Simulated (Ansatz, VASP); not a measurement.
Two plane-wave programs on Tl

```
Tl
1.0
     3.43280    0.00000    0.00000
    -1.71640    2.97289    0.00000
     0.00000    0.00000    5.48792
Tl
2
Direct
  0.33333 0.66667 0.25000
  0.66667 0.33333 0.75000
```

Change from the starting cell: volume scaled by 0.98, PAW files.

Alike in both runs: task electric field gradients; functional LDA; k mesh 11 × 11 × 6; occupations fermi-dirac, width 0.05 eV; no spin polarisation.

```csv
,VASP,Ansatz
version,VASP 6.6.1,Ansatz 0.2.0
potentials or method,"VASP PAW LDA potentials, release 64 (Tl_d)","PAW with Ansatz's default frozen-core files, scalar-relativistic"
plane-wave cutoff (eV),520,420
valence electrons in the cell,26,26
```

VASP gave:

| Quantity | Value |
| --- | --- |
| pressure (GPa) | -1.0 |
| largest component of the traceless stress (GPa) | 0.12 |
| Vzz of the field gradient on the site that differs most (V/Å²) | -24.2 |

Task: Estimate Ansatz's values.

Result: Pressure (GPa): -1.1; largest component of the traceless stress (GPa): 0.07; Vzz of the field gradient on the site that differs most (V/Å²): -24.2.

Ansatz warned: «gradients_without_spin_orbit».

Spin-orbit coupling is left out, which matters for the levels of Tl.
